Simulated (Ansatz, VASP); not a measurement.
**Li in VASP and in Ansatz**

```
CELL_PARAMETERS angstrom
0.00000 2.09598 2.09598
2.09598 0.00000 2.09598
2.09598 2.09598 0.00000
ATOMIC_POSITIONS crystal
Li 0.00000 0.00000 0.00000
```

This isn't the form of Li at room conditions, which is bcc.

Alike in both runs: task single point; functional PBEsol; dispersion D4; k mesh 10 × 10 × 10; occupations fermi-dirac, width 0.05 eV; no spin polarisation.

|  | VASP | Ansatz |
| --- | --- | --- |
| version | VASP 6.6.1 | Ansatz 0.2.0 |
| potentials or method | VASP PAW PBE potentials, release 64 (Li_sv) | Ansatz PAW |
| plane-wave cutoff (eV) | 520 | 420 |
| valence electrons in the cell | 3 | 3 |

```tsv
	VASP	Ansatz	Ansatz less VASP
gap on the k mesh at the Fermi level (eV)	none	none	-
dispersion energy (meV/atom)	-12.3	-12.3	-0.02
```

A gap of «none» marks a metal or a gap that the smearing closes.
